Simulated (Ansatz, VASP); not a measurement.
# Two plane-wave programs on SnTe

```
Sn Te
1.0
     0.00000    3.11765    3.11765
     3.11765    0.00000    3.11765
     3.11765    3.11765    0.00000
Sn Te
1 1
Direct
  0.00000 0.00000 0.00000
  0.50000 0.50000 0.50000
```

Alike in both runs: functional LDA; k mesh 13 × 13 × 13; occupations fermi-dirac, width 0.08 eV; no spin polarisation.

Ansatz relaxed the structure, and its values are those at the end. VASP's run is a single point on that final structure, the one shown.

|  | VASP | Ansatz |
| --- | --- | --- |
| version | VASP 6.6.1 | Ansatz 0.2.0 |
| potentials or method | VASP PAW LDA potentials, release 64 (Sn_d, Te) | PAW with Ansatz's default frozen-core files, scalar-relativistic |
| plane-wave cutoff (eV) | 520 | 420 |
| valence electrons in the cell | 20 | 30 |

|  | VASP | Ansatz | Ansatz less VASP |
| --- | --- | --- | --- |
| pressure (GPa) | 0.0 | 0.0 | -0.04 |

The two sets of potentials don't hold the same shells in valence.

Spin-orbit coupling is left out, which matters for the levels of Te.
